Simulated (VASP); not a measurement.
# ZrS (Fm-3m) in VASP: single point with PBEsol

Aim: the single point of ZrS with PBEsol.

Everything below comes from runs of VASP 6.6.1. Logs are shortened: lines on timing, memory, paths and dates and some standing lists are left out, and cuts for length are marked.

## Step 1: The crystal as given

The structure is cubic, space group Fm-3m (No. 225). Conventional cell: a = 5.250 Å, b = 5.250 Å, c = 5.250 Å, α = 90.00°, β = 90.00°, γ = 90.00°. Zr (site symmetry m-3m) has 6 S at 2.62 Å as nearest neighbours. S (site symmetry m-3m) is surrounded by 6 Zr at 2.62 Å.

## Step 2: Single point, PBEsol

The input, INCAR:

```
PREC = Accurate
ENCUT = 520
EDIFF = 1E-7
ISMEAR = 1
SIGMA = 0.15
LREAL = False
LASPH = True
NELM = 60
ALGO = Normal
ISIF = 2
LWAVE = False
LCHARG = True
GGA = PS
LELF = True
LVHAR = True
NBANDS = 16
```

The input, KPOINTS:

```
Automatic mesh
0
Gamma
  8 8 8
```

The input, POSCAR:

```
ZrS
1.0
    0.0000000000      2.6250000000      2.6250000000
    2.6250000000      0.0000000000      2.6250000000
    2.6250000000      2.6250000000      0.0000000000
Zr S
1 1
Direct
    0.0000000000      0.0000000000      0.0000000000
    0.5000000000      0.5000000000      0.5000000000
```

Potentials or basis: VASP PAW PBE potentials, release 64 (Zr_sv, S).

Run with:

```
cat potpaw_PBE.64/Zr_sv/POTCAR potpaw_PBE.64/S/POTCAR > POTCAR
mpirun -np 1 vasp_std > vasp.out
```

OUTCAR:

```text
PREC = Accurate
   ENCUT = 520
   EDIFF = 1E-7
   ISMEAR = 1
   LREAL = False
   LASPH = True
   NELM = 60
   ISIF = 2
   GGA = PS

 ion  position               nearest neighbor table
   1  0.000  0.000  0.000-   2 2.62   2 2.62   2 2.62   2 2.62   2 2.62   2 2.62
   2  0.500  0.500  0.500-   1 2.62   1 2.62   1 2.62   1 2.62   1 2.62   1 2.62

  LATTYP: Found a face centered cubic cell.
 ALAT       =     5.2500000000

  Lattice vectors:

 A1 = (   0.0000000000,   2.6250000000,   2.6250000000)
 A2 = (   2.6250000000,   0.0000000000,   2.6250000000)
 A3 = (   2.6250000000,   2.6250000000,   0.0000000000)

Analysis of symmetry for initial positions (statically):
=====================================================================
 Subroutine PRICEL returns:
 Original cell was already a primitive cell.

 Routine SETGRP: Setting up the symmetry group for a
 face centered cubic supercell.

 Subroutine GETGRP returns: Found 48 space group operations
 (whereof 48 operations were pure point group operations)
 out of a pool of 48 trial point group operations.

The static configuration has the point symmetry O_h .

Analysis of symmetry for dynamics (positions and initial velocities):
=====================================================================
 Subroutine PRICEL returns:
 Original cell was already a primitive cell.

 Routine SETGRP: Setting up the symmetry group for a
 face centered cubic supercell.

 Subroutine GETGRP returns: Found 48 space group operations
 (whereof 48 operations were pure point group operations)
 out of a pool of 48 trial point group operations.

The dynamic configuration has the point symmetry O_h .

 Subroutine INISYM returns: Found 48 space group operations
 (whereof 48 operations are pure point group operations),
 and found     1 'primitive' translations

----------------------------------------------------------------------------------------

                                     Primitive cell

  volume of cell :      36.1758

  direct lattice vectors                    reciprocal lattice vectors
     0.000000000  2.625000000  2.625000000    -0.190476190  0.190476190  0.190476190
     2.625000000  0.000000000  2.625000000     0.190476190 -0.190476190  0.190476190
     2.625000000  2.625000000  0.000000000     0.190476190  0.190476190 -0.190476190

  length of vectors
     3.712310601  3.712310601  3.712310601     0.329914440  0.329914440  0.329914440

  position of ions in fractional coordinates (direct lattice)
     0.000000000  0.000000000  0.000000000
     0.500000000  0.500000000  0.500000000

  ion indices of the primitive-cell ions
   primitive index   ion index
                 1           1
                 2           2

----------------------------------------------------------------------------------------

 KPOINTS: Automatic mesh

Automatic generation of k-mesh.
 Grid dimensions read from file:
 generate k-points for:    8    8    8

 Generating k-lattice:

  Cartesian coordinates                     Fractional coordinates (reciprocal lattice)
    -0.023809524  0.023809524  0.023809524     0.125000000  0.000000000  0.000000000
     0.023809524 -0.023809524  0.023809524     0.000000000  0.125000000  0.000000000
     0.023809524  0.023809524 -0.023809524     0.000000000  0.000000000  0.125000000

  Length of vectors
     0.041239305  0.041239305  0.041239305

  Shift w.r.t. Gamma in fractional coordinates (k-lattice)
     0.000000000  0.000000000  0.000000000

 Subroutine IBZKPT returns following result:
 ===========================================

 Found     29 irreducible k-points:

 Following reciprocal coordinates:
            Coordinates               Weight
  0.000000  0.000000  0.000000      1.000000
  0.125000  0.000000  0.000000      8.000000
  0.250000  0.000000  0.000000      8.000000
  0.375000  0.000000  0.000000      8.000000
  0.500000  0.000000  0.000000      4.000000
  0.125000  0.125000  0.000000      6.000000
[... 16 lines left out ...]
  0.500000  0.250000  0.125000     48.000000
 -0.375000  0.250000  0.125000     24.000000
 [... further k-points ...]
   k-points           NKPTS =     29   k-points in BZ     NKDIM =     29   number of bands    NBANDS=     16
   number of dos      NEDOS =    301   number of ions     NIONS =      2
   total plane-waves  NPLWV =  21952
   dimension x,y,z NGX =    28 NGY =   28 NGZ =   28
   dimension x,y,z NGXF=    56 NGYF=   56 NGZF=   56
   ions per type =               1   1
   NGX,Y,Z   is equivalent  to a cutoff of  12.54, 12.54, 12.54 a.u.
   NGXF,Y,Z  is equivalent  to a cutoff of  25.08, 25.08, 25.08 a.u.
 SYSTEM =  unknown system
   PREC   = accura    normal or accurate (medium, high low for compatibility)
   ISTART =      0    job   : 0-new  1-cont  2-samecut
   ICHARG =      2    charge: 1-file 2-atom 10-const
   ISPIN  =      1    spin polarized calculation?
   LNONCOLLINEAR =      F non collinear calculations
   LSORBIT =      F    spin-orbit coupling
   LASPH  =      T    aspherical Exc in radial PAW
   ENCUT  =  520.0 eV  38.22 Ry    6.18 a.u.   6.90  6.90  6.90*2*pi/ulx,y,z
   NELM   =     60;   NELMIN=  2; NELMDL= -5     # of ELM steps
   EDIFF  = 0.1E-06   stopping-criterion for ELM
   LREAL  =      F    real-space projection
   EDIFFG = 0.1E-05   stopping-criterion for IOM
   NSW    =      0    number of steps for IOM
   IBRION =     -1    ionic relax: 0-MD 1-quasi-New 2-CG
   NFREE  =      0    steps in history (QN), initial steepest desc. (CG)
   ISIF   =      2    stress and relaxation
   ISYM   =      2    0-nonsym 1-usesym 2-fastsym
   POTIM  = 0.5000    time-step for ionic-motion
   TEBEG  =    0.0;   TEEND  =   0.0 temperature during run
   PSTRESS=    0.0 pullay stress
   NELECT =      18.0000    total number of electrons
   NUPDOWN=      -1.0000    fix difference up-down
   EMIN   =  10.00;   EMAX   =-10.00  energy-range for DOS
   EFERMI =   0.00;   METHOD = LEGACY
   ISMEAR =     1;   SIGMA  =   0.15  broadening in eV -4-tet -1-fermi 0-gaus
   EFERMI_NEDOS =   21; number of points for ismear=-14 and -15
   IALGO  =     38    algorithm
   IMIX   =      4    mixing-type and parameters
     AMIX     =   0.40;   BMIX     =  1.00
     AMIX_MAG =   1.60;   BMIX_MAG =  1.00
  volume/ion in A,a.u.               =      18.09       122.06
  Fermi-wavevector in a.u.,A,eV,Ry     =   1.297258  2.451462 22.896950  1.682878
  Thomas-Fermi vector in A             =   2.428662
   LORBIT       =      0    0 simple, 1 ext, 2 COOP (PROOUT), +10 PAW based schemes
   GGA     = PS    functional components
   LHFCALC =     F    Hartree Fock is set to
   AEXX    =    0.0000 exact exchange contribution
   IVDW    =     0    specifies the selected vdW correction
   LEPSILON=     F    determine dielectric tensor
   LRPA    =     F    only Hartree local field effects (RPA)
 non-spin polarized calculation
 Methfessel and Paxton  Order N= 1 SIGMA  =   0.15
  energy-cutoff  :      520.00
  volume of cell :       36.18
 maximum number of plane-waves:       992
   NGX = 13   NGY = 13   NGZ = 13

 number of electron      18.0000000 magnetization

 Free energy of the ion-electron system (eV)
  ---------------------------------------------------
  ext. energy  EPLUGINS =         0.00000000
  ---------------------------------------------------
  free energy    TOTEN  =       -16.47373520 eV

  energy without entropy =      -16.47570333  energy(sigma->0) =      -16.47439125

 E-fermi :  10.6738     XC(G=0): -11.4580

 val. band max:       10.6384845990   @ k =  -0.2500   0.5000   0.2500
 cond. band min:      10.6810745024   @ k =  -0.3750   0.2500   0.0000
 fundamental gap:      0.0425899034
 Fermi energy:        10.6737917313

 k-point     1 :       0.0000    0.0000    0.0000
  band No.  band energies     occupation
      1     -39.2485      2.00000
      2     -17.2470      2.00000
      3     -17.2470      2.00000
      4     -17.2470      2.00000
      5      -5.2196      2.00000
      6       7.0850      2.00000
[... 8 lines left out ...]
     15      17.7258      0.00000
     16      22.9674      0.00000

 k-point     2 :       0.1250    0.0000    0.0000
  band No.  band energies     occupation
      1     -39.2446      2.00000
      2     -17.3005      2.00000
      3     -17.2516      2.00000
      4     -17.2516      2.00000
      5      -5.0245      2.00000
      6       6.0543      2.00000
[... 8 lines left out ...]
     15      18.3319      0.00000
     16      21.8020      0.00000

 k-point     3 :       0.2500    0.0000    0.0000
  band No.  band energies     occupation
      1     -39.2353      2.00000
      2     -17.4263      2.00000
      3     -17.2626      2.00000
      4     -17.2626      2.00000
      5      -4.5184      2.00000
      6       4.4065      2.00000
[... 8 lines left out ...]
     15      18.6210      0.00000
     16      20.0937      0.00000

 k-point     4 :       0.3750    0.0000    0.0000
  band No.  band energies     occupation
      1     -39.2260      2.00000
      2     -17.5479      2.00000
      3     -17.2736      2.00000
      4     -17.2736      2.00000
      5      -3.9376      2.00000
      6       3.0954      2.00000
[... 8 lines left out ...]
     15      17.8804      0.00000
     16      17.8804      0.00000
[... 324 lines left out ...]
 k-point    22 :       0.3750    0.2500    0.1250
  band No.  band energies     occupation
      1     -39.2285      2.00000
      2     -17.4479      2.00000
      3     -17.3219      2.00000
      4     -17.2799      2.00000
      5      -4.3190      2.00000
      6       3.8269      2.00000
[... 8 lines left out ...]
     15      18.1985      0.00000
     16      18.8333      0.00000

 k-point    23 :       0.5000    0.2500    0.1250
  band No.  band energies     occupation
      1     -39.2211      2.00000
      2     -17.5101      2.00000
      3     -17.3518      2.00000
      4     -17.2964      2.00000
      5      -4.0031      2.00000
      6       3.4326      2.00000
[... 8 lines left out ...]
     15      17.0522      0.00000
     16      18.2648      0.00000

 k-point    24 :      -0.3750    0.2500    0.1250
  band No.  band energies     occupation
      1     -39.2180      2.00000
      2     -17.5370      2.00000
      3     -17.3593      2.00000
      4     -17.3067      2.00000
      5      -3.8673      2.00000
      6       3.2880      2.00000
[... 8 lines left out ...]
     15      17.9652      0.00000
     16      18.4653      0.00000

 [... further k-points ...]
[... 5 lines left out ...]
  --------------------------------------------------------------------------------------
  -------------------------------------------------------------------------------------
  Total       -1.4489540     -1.4489540     -1.4489540     -0.0000000     -0.0000000      0.0000000
  in kB      -64.1722479    -64.1722479    -64.1722479     -0.0000000     -0.0000000      0.0000000
  external PRESSURE =     -64.1722479 kB  Pullay stress =       0.0000000 kB

 VOLUME and BASIS-vectors are now :
 -----------------------------------------------------------------------------
  energy-cutoff  :      520.00
  volume of cell :       36.18
      direct lattice vectors                 reciprocal lattice vectors
     0.000000000  2.625000000  2.625000000    -0.190476190  0.190476190  0.190476190
     2.625000000  0.000000000  2.625000000     0.190476190 -0.190476190  0.190476190
     2.625000000  2.625000000  0.000000000     0.190476190  0.190476190 -0.190476190

 POSITION                                       TOTAL-FORCE (eV/Angst)
 -----------------------------------------------------------------------------------
      0.00000      0.00000      0.00000        -0.000000     -0.000000     -0.000000
      2.62500      2.62500      2.62500         0.000000      0.000000      0.000000
 -----------------------------------------------------------------------------------
    total drift:                                0.000000      0.000000      0.000000

  FREE ENERGIE OF THE ION-ELECTRON SYSTEM (eV)
  ---------------------------------------------------
  free  energy   TOTEN  =       -16.4737352027 eV

  energy  without entropy=      -16.4757033339  energy(sigma->0) =      -16.47439125
```

It took 30 s on 1 thread of Intel Xeon Platinum 8375C at 2.90GHz (Ice Lake), shared host; peak memory 0.16 GiB.

Results:

| Item | Value |
| --- | --- |
| Free energy | -16.4737 eV |
| Pressure | -6.4 GPa |
| Band gap on the k mesh | none (metal or under the smearing width) |

Caveat: the PAW data sets were made with another functional, which shifts forces and pressure a little.
